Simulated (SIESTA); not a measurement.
# GaAs in SIESTA: the effect of functional

Crystal: GaAs.

```
CELL_PARAMETERS angstrom
0.00000 2.82685 2.82685
2.82685 0.00000 2.82685
2.82685 2.82685 0.00000
ATOMIC_POSITIONS crystal
As 0.75000 0.75000 0.75000
Ga 0.00000 0.00000 0.00000
```

Alike in all runs:

| Property | Result |
| --- | --- |
| Program | SIESTA 5.4.2 |
| Task | band structure |
| Basis | DZP (energy shift 0.003 Ry; two zetas on semicore shells) |
| Grid cutoff | 800 Ry |
| Energy shift | 0.003 Ry |
| k mesh | 8 × 8 × 8 |
| Occupations | fermi-dirac, width 0.05 eV |
| Spin | no spin polarisation |

```csv
functional,potentials or basis,gap on the mesh (eV),pressure (GPa)
AM05,PseudoDojo 0.4 standard (PBEsol files),?,?
BLYP,PseudoDojo 0.4 standard (PBE files),0.46,6.8
vdW-DF-cx,PseudoDojo 0.4 standard (PBE files),0.58,2.2
```

Question: What does the run with functional AM05 give?

Answer: gap on the mesh 0.62 eV; pressure 1.1 GPa.

Caveats: the potentials were made for another functional, which shifts forces and pressure; the basis of atomic orbitals isn't converged, which shifts pressures, moduli and gaps.

